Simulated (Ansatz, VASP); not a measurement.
# Hf in VASP and in Ansatz

```
Hf
1.0
     0.00000    3.18700    3.18700
     3.18700    0.00000    3.18700
     3.18700    3.18700    0.00000
Hf
2
Direct
  0.12500 0.12500 0.12500
  0.87500 0.87500 0.87500
```

Alike in both runs: functional PBEsol; k mesh 9 × 9 × 9; occupations fermi-dirac, width 0.1 eV; no spin polarisation.

Ansatz relaxed the structure, and its values are those at the end. VASP's run is a single point on that final structure, the one shown.

```csv
,VASP,Ansatz
version,VASP 6.6.1,Ansatz 0.2.0
potentials or method,"VASP PAW PBE potentials, release 64 (Hf_pv)","plane waves (420 eV) with PAW, scalar-relativistic"
plane-wave cutoff (eV),520,420
valence electrons in the cell,20,52
```

|  | VASP | Ansatz | Ansatz less VASP |
| --- | --- | --- | --- |
| pressure (GPa) | -0.2 | 0.0 | +0.23 |

The two sets of potentials don't hold the same shells in valence. Ansatz warned: «pseudo_functional_mismatch».

Caveats: the PAW data sets were made with another functional, which shifts forces and pressure a little (VASP). Spin-orbit coupling is left out, which matters for the levels of Hf.
